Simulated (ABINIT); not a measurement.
# Ag (Fm-3m) in ABINIT: notebook

One crystal, Ag, is run at these levels: OLYP, LDA, WC, RPBE, revPBE; tasks: band structure, equation of state.

Everything below comes from runs of ABINIT 10.8.3 (patched build). Logs are shortened: lines on timing, memory, paths and dates and some standing lists are left out, and cuts for length are marked. The log counts tension as positive stress, the text compression.

### 1 The structure

It takes space group Fm-3m (No. 225, cubic). The conventional cell has a = 4.085 Å, b = 4.085 Å, c = 4.085 Å, α = 90.00°, β = 90.00°, γ = 90.00°. Ag (site symmetry m-3m) has 12 Ag at 2.89 Å as nearest neighbours.

### 2 Band structure, OLYP

run.abi reads:

```
# Datasets: ground state, then fixed potential
ndtset 2

# Pseudopotentials
pp_dirpath "./"
pseudos "Ag.upf"

# Structure
acell 3*1.0 Angstrom
rprim
     0.0000000000     2.0427500000     2.0427500000
     2.0427500000     0.0000000000     2.0427500000
     2.0427500000     2.0427500000     0.0000000000
ntypat 1
znucl 47
natom 1
typat 1
xred
     0.0000000000     0.0000000000     0.0000000000

# Plane-wave basis
ecut 1115.666836 eV

# Exchange and correlation
ixc -110131

# Bands and occupations
occopt 3
tsmear 0.00183747

# SCF cycle
nstep 100

# Output
iomode 3
prtwf 0
prteig 0
prtebands 0
prtden1 1

# Dataset 1
kptopt1 1
ngkpt1 11 11 11
nshiftk1 1
shiftk1 0.0 0.0 0.0
nband1 14
tolvrs1 1.0e-10

# Dataset 2: bands along G-X-W-K-G-L-U-W-L-K
iscf2 -2
getden2 1
nband2 18
nbdbuf2 2
tolwfr2 1.0e-12
kptopt2 -9
ndivsm2 6
prteig2 1
prtvol2 -3
kptbounds2
     0.0000000000     0.0000000000     0.0000000000
     0.5000000000     0.0000000000     0.5000000000
     0.5000000000     0.2500000000     0.7500000000
     0.3750000000     0.3750000000     0.7500000000
     0.0000000000     0.0000000000     0.0000000000
     0.5000000000     0.5000000000     0.5000000000
     0.6250000000     0.2500000000     0.6250000000
     0.5000000000     0.2500000000     0.7500000000
     0.5000000000     0.5000000000     0.5000000000
     0.3750000000     0.3750000000     0.7500000000
```

Potentials or basis: PseudoDojo NC SR PBE v0.4.1 standard.

Started as:

```
$ abinit run.abi > log 2>&1
```

run.abo:

```text
.Version 10.8.3 of ABINIT
 DATASET    1 : space group Fm -3 m (#225); Bravais cF (face-center cubic)
================================================================================
 Values of the parameters that define the memory need for DATASET  1.
     intxc =       0    ionmov =       0      iscf =       7    lmnmax =       6
     lnmax =       6     mgfft =      32  mpssoang =       3    mqgrid =    3001
     natom =       1  nloc_mem =       1    nspden =       1   nspinor =       1
    nsppol =       1      nsym =      48    n1xccc =    2501    ntypat =       1
    occopt =       3   xclevel =       2
       mpw =        1458          nfft =       32768          nkpt =          56
================================================================================
================================================================================

 DATASET    2 : space group Fm -3 m (#225); Bravais cF (face-center cubic)
================================================================================
 Values of the parameters that define the memory need for DATASET  2.
     intxc =       0    ionmov =       0      iscf =      -2    lmnmax =       6
     lnmax =       6     mgfft =      32  mpssoang =       3    mqgrid =    3001
     natom =       1  nloc_mem =       1    nspden =       1   nspinor =       1
    nsppol =       1      nsym =      48    n1xccc =    2501    ntypat =       1
    occopt =       3   xclevel =       2
       mpw =        1458          nfft =       32768          nkpt =         103
================================================================================
================================================================================

--------------------------------------------------------------------------------
------------- Echo of variables that govern the present computation ------------
--------------------------------------------------------------------------------
 -outvars: echo values of preprocessed input variables --------
            acell      1.8897261259E+00  1.8897261259E+00  1.8897261259E+00 Bohr
              amu      1.07868200E+02
             ecut      4.10000000E+01 Hartree
           getden1          0
           getden2          1
             iscf1          7
             iscf2         -2
              ixc     -110131
           jdtset        1    2
           kptopt1          1
           kptopt2         -9
         kptrlatt       11    0    0      0   11    0      0    0   11
          kptrlen1     6.00512109E+01
          kptrlen2     3.00000000E+01
            natom           1
            nband1         14
            nband2         18
           nbdbuf1          0
           nbdbuf2          2
           ndtset           2
           ndivsm1          0
           ndivsm2          6
            ngfft          32      32      32
             nkpt1         56
             nkpt2        103
            nstep         100
             nsym          48
           ntypat           1
           occopt           3
        prtebands           0
           prteig1          0
           prteig2          1
           prtvol1          0
           prtvol2         -3
            prtwf           0
            rprim      0.0000000000E+00  2.0427500000E+00  2.0427500000E+00
                       2.0427500000E+00  0.0000000000E+00  2.0427500000E+00
                       2.0427500000E+00  2.0427500000E+00  0.0000000000E+00
           shiftk1     0.00000000E+00  0.00000000E+00  0.00000000E+00
           shiftk2     5.00000000E-01  5.00000000E-01  5.00000000E-01
          spgroup         225
           tolvrs1     1.00000000E-10
           tolvrs2     0.00000000E+00
           tolwfr1     0.00000000E+00
           tolwfr2     1.00000000E-12
           tsmear      1.83747000E-03 Hartree
            typat      1
            znucl       47.00000

================================================================================
[... 8 lines left out ...]
--- !DatasetInfo
iteration_state: {dtset: 1, }
dimensions: {natom: 1, nkpt: 56, mband: 14, nsppol: 1, nspinor: 1, nspden: 1, mpw: 1458, }
cutoff_energies: {ecut:  41.0, pawecutdg:  -1.0, }
[... 151 lines left out ...]
 R(2)=  3.8602380  0.0000000  3.8602380  G(2)=  0.1295257 -0.1295257  0.1295257
 R(3)=  3.8602380  3.8602380  0.0000000  G(3)=  0.1295257  0.1295257 -0.1295257
 Unit cell volume ucvol=  1.1504619E+02 bohr^3
 Angles (23,13,12)=  6.00000000E+01  6.00000000E+01  6.00000000E+01 degrees

 getcut: wavevector=  0.0000  0.0000  0.0000  ngfft=  32  32  32
         ecut(hartree)=     41.000   => boxcut(ratio)=   2.03359
--------------------------------------------------------------------------------

================================================================================
 Non-SCF case, kpt    1 (  0.00000  0.00000  0.00000), residuals and eigenvalues=
  2.42E-13  6.72E-13  1.82E-13  4.68E-13  2.26E-13  4.30E-13  3.06E-13  2.27E-13
  1.62E-13  9.46E-13  9.74E-14  7.13E-13  3.44E-13  3.46E-13  7.64E-13  7.52E-13
  4.10E-12  2.13E-10
 -2.9849E+00 -1.6391E+00 -1.6391E+00 -1.6391E+00  1.2389E-01  2.2498E-01
  2.2498E-01  2.2498E-01  2.6214E-01  2.6214E-01  1.0026E+00  1.1355E+00
  1.1355E+00  1.1355E+00  1.3025E+00  1.3376E+00  1.3376E+00  1.3376E+00
 Non-SCF case, kpt    2 (  0.02941  0.00000  0.02941), residuals and eigenvalues=
  2.04E-13  2.31E-13  1.57E-13  2.30E-13  6.66E-14  3.63E-13  3.54E-13  1.95E-13
  2.79E-13  1.57E-13  3.02E-14  3.35E-13  1.96E-13  1.86E-13  3.18E-13  3.03E-13
  2.76E-12  4.13E-12
 -2.9849E+00 -1.6391E+00 -1.6391E+00 -1.6391E+00  1.2523E-01  2.2446E-01
  2.2546E-01  2.2546E-01  2.6163E-01  2.6237E-01  1.0029E+00  1.1289E+00
  1.1319E+00  1.1319E+00  1.3120E+00  1.3357E+00  1.3357E+00  1.3399E+00
[... 693 lines left out ...]
 Non-SCF case, kpt  102 (  0.38750  0.38750  0.72500), residuals and eigenvalues=
  1.62E-13  2.44E-13  2.72E-13  2.66E-13  8.25E-13  6.37E-13  3.23E-13  1.06E-13
  2.10E-13  6.68E-13  5.42E-13  5.17E-13  1.90E-13  3.64E-13  5.16E-13  8.58E-13
  7.24E-13  7.50E-05
 -2.9841E+00 -1.6436E+00 -1.6426E+00 -1.6408E+00  1.8459E-01  2.0232E-01
  2.4570E-01  2.6625E-01  2.8672E-01  5.6762E-01  5.8096E-01  6.8595E-01
  8.9687E-01  1.0225E+00  1.3288E+00  1.4103E+00  1.4367E+00  1.6301E+00
 Non-SCF case, kpt  103 (  0.37500  0.37500  0.75000), residuals and eigenvalues=
  2.09E-13  2.37E-13  8.73E-14  1.78E-13  2.30E-13  3.59E-13  1.82E-13  4.63E-13
  5.62E-13  7.20E-14  3.34E-13  2.69E-13  8.02E-13  9.90E-14  2.21E-13  4.54E-13
  5.59E-13  1.42E-06
 -2.9841E+00 -1.6437E+00 -1.6426E+00 -1.6409E+00  1.8192E-01  1.9747E-01
  2.5158E-01  2.7021E-01  2.8812E-01  5.6534E-01  6.0202E-01  6.6935E-01
  8.8094E-01  1.0239E+00  1.2931E+00  1.4224E+00  1.4626E+00  1.6385E+00

--- !ResultsGS
iteration_state: {dtset: 2, }
comment   : Summary of ground state results
lattice_vectors:
- [  0.0000000,   3.8602380,   3.8602380, ]
- [  3.8602380,   0.0000000,   3.8602380, ]
- [  3.8602380,   3.8602380,   0.0000000, ]
lattice_lengths: [   5.45920,    5.45920,    5.45920, ]
lattice_angles: [ 60.000,  60.000,  60.000, ] # degrees, (23, 13, 12)
lattice_volume:   1.1504619E+02
convergence: {deltae:  0.000E+00, res2:  0.000E+00, residm:  9.980E-13, diffor:  0.000E+00, }
etotal    :  -1.55375860E+02
entropy   :   0.00000000E+00
fermie    :   4.16451324E-01
cartesian_stress_tensor: null
pressure_GPa: null
xred      :
- [  0.0000E+00,   0.0000E+00,   0.0000E+00, Ag]
cartesian_forces: null
force_length_stats: {min: null, max: null, mean: null, }
...

 Integrated electronic density in atomic spheres:
 ------------------------------------------------
 Atom  Sphere_radius  Integrated_density
    1        2.00000         16.39836368
================================================================================

 ----iterations are completed or convergence reached----

 Mean square residual over all n,k,spin=   37.658E-14; max=  99.805E-14
 reduced coordinates (array xred) for    1 atoms
       0.000000000000      0.000000000000      0.000000000000

 cartesian coordinates (angstrom) at end:
    1      0.00000000000000     0.00000000000000     0.00000000000000
 length scales=  1.889726125908  1.889726125908  1.889726125908 bohr
              =  1.000000000000  1.000000000000  1.000000000000 angstroms
 Eigenvalues (hartree) for nkpt= 103  k points:
 kpt#   1, nband= 18, wtk=  1.00000, kpt=  0.0000  0.0000  0.0000 (reduced coord)
  -2.98489   -1.63907   -1.63907   -1.63907    0.12389    0.22498    0.22498    0.22498
   0.26214    0.26214    1.00260    1.13548    1.13548    1.13548    1.30246    1.33759
   1.33759    1.33759
 kpt#   2, nband= 18, wtk=  1.00000, kpt=  0.0294  0.0000  0.0294 (reduced coord)
  -2.98488   -1.63912   -1.63909   -1.63909    0.12523    0.22446    0.22546    0.22546
   0.26163    0.26237    1.00293    1.12891    1.13188    1.13188    1.31196    1.33570
   1.33570    1.33990
 kpt#   3, nband= 18, wtk=  1.00000, kpt=  0.0588  0.0000  0.0588 (reduced coord)
  -2.98486   -1.63927   -1.63915   -1.63915    0.12921    0.22293    0.22689    0.22689
   0.26012    0.26302    1.00391    1.11283    1.12113    1.12113    1.33235    1.33235
   1.33552    1.34681
 kpt#   4, nband= 18, wtk=  1.00000, kpt=  0.0882  0.0000  0.0882 (reduced coord)
  -2.98482   -1.63950   -1.63924   -1.63924    0.13571    0.22046    0.22925    0.22925
   0.25779    0.26410    1.00545    1.09301    1.10364    1.10364    1.33157    1.33157
   1.35276    1.35831
 kpt#   5, nband= 18, wtk=  1.00000, kpt=  0.1176  0.0000  0.1176 (reduced coord)
[... 381 lines left out ...]
   0.28674    0.52148    0.56095    0.76556    0.93710    1.01805    1.36946    1.37613
   1.41601    1.62974
 kpt# 101, nband= 18, wtk=  1.00000, kpt=  0.4000  0.4000  0.7000 (reduced coord)
  -2.98410   -1.64368   -1.64244   -1.64068    0.18735    0.20712    0.24060    0.26062
   0.28639    0.54686    0.56983    0.72184    0.91580    1.02055    1.36303    1.39490
   1.41159    1.62859
 kpt# 102, nband= 18, wtk=  1.00000, kpt=  0.3875  0.3875  0.7250 (reduced coord)
  -2.98408   -1.64360   -1.64263   -1.64080    0.18459    0.20232    0.24570    0.26625
   0.28672    0.56762    0.58096    0.68595    0.89687    1.02249    1.32883    1.41026
   1.43673    1.63009
 kpt# 103, nband= 18, wtk=  1.00000, kpt=  0.3750  0.3750  0.7500 (reduced coord)
  -2.98407   -1.64372   -1.64255   -1.64089    0.18192    0.19747    0.25158    0.27021
   0.28812    0.56534    0.60202    0.66935    0.88094    1.02395    1.29306    1.42242
   1.46260    1.63850

== END DATASET(S) ==============================================================
================================================================================

 -outvars: echo values of variables after computation  --------
            acell      1.8897261259E+00  1.8897261259E+00  1.8897261259E+00 Bohr
           etotal1    -1.5537585957E+02
            fcart1    -0.0000000000E+00 -0.0000000000E+00 -0.0000000000E+00
            rprim      0.0000000000E+00  2.0427500000E+00  2.0427500000E+00
                       2.0427500000E+00  0.0000000000E+00  2.0427500000E+00
                       2.0427500000E+00  2.0427500000E+00  0.0000000000E+00
           strten1    -2.1044675871E-04 -2.1044675871E-04 -2.1044675871E-04
                       0.0000000000E+00  0.0000000000E+00  0.0000000000E+00
 Calculation completed.
```

Run time: 44 s. Hardware: 1 thread of Arm Neoverse V2, shared host; peak memory 0.11 GiB.

What came out:

```
Free energy                                           : -4227.9925 eV
Pressure                                              : 6.2 GPa
Band gap on the k mesh                                : none (metal or under the smearing width)
Valence electrons inside the program's atomic spheres : Ag 16.40 (radii [1.0584] Å)
```

Levels at the corners of the path, in eV from the Fermi level:
| point | band 6 | band 7 | band 8 | band 9 | band 10 | band 11 | band 12 | band 13 |
| --- | --- | --- | --- | --- | --- | --- | --- | --- |
| Γ | -5.21 | -5.21 | -5.21 | -4.20 | -4.20 | 15.95 | 19.57 | 19.57 |
| X | -6.68 | -3.45 | -3.22 | -3.22 | 1.41 | 6.47 | 10.56 | 10.56 |
| W | -5.46 | -5.46 | -4.18 | -3.22 | 5.73 | 5.73 | 6.85 | 7.88 |
| K | -5.96 | -4.49 | -3.98 | -3.49 | 4.05 | 5.05 | 6.88 | 12.64 |
| Γ | -5.21 | -5.21 | -5.21 | -4.20 | -4.20 | 15.95 | 19.57 | 19.57 |
| L | -5.23 | -5.23 | -3.42 | -3.42 | -0.61 | 3.33 | 15.14 | 17.84 |
| U | -5.96 | -4.49 | -3.98 | -3.49 | 4.05 | 5.05 | 6.88 | 12.64 |
| W | -5.46 | -5.46 | -4.18 | -3.22 | 5.73 | 5.73 | 6.85 | 7.88 |
| L | -5.23 | -5.23 | -3.42 | -3.42 | -0.61 | 3.33 | 15.14 | 17.84 |
| K | -5.96 | -4.49 | -3.98 | -3.49 | 4.05 | 5.05 | 6.88 | 12.64 |

Caveat: the potentials were made for another functional, which shifts forces and pressure.

### 3 Equation of state, LDA

run.abi reads:

```
ndtset 7
getwfk -1
scalecart1 3*0.9795861087
scalecart2 3*0.9864848297
scalecart3 3*0.9932883884
scalecart4 3*1.0000000000
scalecart5 3*1.0066227096
scalecart6 3*1.0131594038
scalecart7 3*1.0196128224

pp_dirpath "./"
pseudos "Ag.LDA_PW-JTH.xml"

acell 2.8888847545 2.8888847545 2.8888847545 Angstrom
rprim
     0.0000000000     0.7071067812     0.7071067812
     0.7071067812     0.0000000000     0.7071067812
     0.7071067812     0.7071067812     0.0000000000
ntypat 1
znucl 47
natom 1
typat 1
xred
     0.0000000000     0.0000000000     0.0000000000

ecut 17.0
pawecutdg 34.0

kptopt 1
ngkpt 11 11 11
nshiftk 1
shiftk 0.0 0.0 0.0

ixc 7

nband 10
occopt 3
tsmear 0.05 eV

nstep 100
tolvrs 1.0e-9

iomode 3
prtwf 1
prtden 0
prteig 0
prtebands 0
enunit 2
```

Potentials or basis: JTH PAW LDA v2.0.

Started as:

```
$ abinit run.abi > log 2>&1
```

It took 25 s on 1 thread of Arm Neoverse V2, shared host; peak memory 0.11 GiB.

The run converged. Its results:

```yaml
Equilibrium_volume: "15.99 Å³/atom (rough: see the caveat)"
Bulk_modulus: 141 GPa (rough)
```

Energy against volume, from the lowest point:
| volume (Å³/atom) | energy (meV/atom) |
| --- | --- |
| 16.025 | 0.00 |
| 16.366 | 3.68 |
| 16.707 | 12.80 |
| 17.048 | 26.60 |
| 17.389 | 44.42 |
| 17.730 | 65.66 |
| 18.071 | 89.81 |

Caveat: pressures at fixed basis lie under the slope of the energies; the minimum lies outside the volumes run.

### 4 Band structure, WC

run.abi reads:

```
ndtset 2

pp_dirpath "./"
pseudos "Ag.upf"

acell 3*1.0
rprim
     0.0000000000     3.8602380411     3.8602380411
     3.8602380411     0.0000000000     3.8602380411
     3.8602380411     3.8602380411     0.0000000000
ntypat 1
znucl 47
natom 1
typat 1
xcart
     0.0000000000     0.0000000000     0.0000000000

ecut 41.0

ixc 23

occopt 3
tsmear 0.05 eV

nstep 100

iomode 3
prtwf 0
prteig 0
prtebands 0
enunit 1
prtden1 1

kptopt1 1
ngkpt1 11 11 11
nshiftk1 1
shiftk1 0.0 0.0 0.0
nband1 14
tolvrs1 1.0e-10

iscf2 -2
getden2 1
nband2 18
nbdbuf2 2
tolwfr2 1.0e-12
kptopt2 -9
ndivsm2 6
prteig2 1
kptbounds2
     0.0000000000     0.0000000000     0.0000000000
     0.5000000000     0.0000000000     0.5000000000
     0.5000000000     0.2500000000     0.7500000000
     0.3750000000     0.3750000000     0.7500000000
     0.0000000000     0.0000000000     0.0000000000
     0.5000000000     0.5000000000     0.5000000000
     0.6250000000     0.2500000000     0.6250000000
     0.5000000000     0.2500000000     0.7500000000
     0.5000000000     0.5000000000     0.5000000000
     0.3750000000     0.3750000000     0.7500000000
```

Potentials or basis: PseudoDojo NC SR PBEsol v0.4.1 standard.

Started as:

```
$ abinit run.abi > log 2>&1
```

Wall time 45 s (1 thread of Arm Neoverse V2, shared host); peak memory 0.11 GiB.

It converged, with:

- Free energy: -4218.1875 eV
- Pressure: -2.5 GPa
- Band gap on the k mesh: none (metal or under the smearing width)
- Valence electrons inside the program's atomic spheres: Ag 16.33 (radii [1.0584] Å)

Levels at the corners of the path, in eV from the Fermi level:
```
point  band 7  band 8  band 9  band 10  band 11  band 12
    Γ   -4.98   -4.98   -3.93    -3.93    15.97    19.47
    X   -3.15   -2.91   -2.91     1.33     6.49    10.42
    W   -5.26   -3.92   -2.91     5.71     5.71     6.72
    K   -4.26   -3.70   -3.20     4.04     5.00     6.90
    Γ   -4.98   -4.98   -3.93    -3.93    15.97    19.47
    L   -5.00   -3.12   -3.12    -0.67     3.36    15.17
    U   -4.26   -3.70   -3.20     4.04     5.00     6.90
    W   -5.26   -3.92   -2.91     5.71     5.71     6.72
    L   -5.00   -3.12   -3.12    -0.67     3.36    15.17
    K   -4.26   -3.70   -3.20     4.04     5.00     6.90
```

Caveat: the potentials were made for another functional, which shifts forces and pressure.

[end of part 1 of 2]
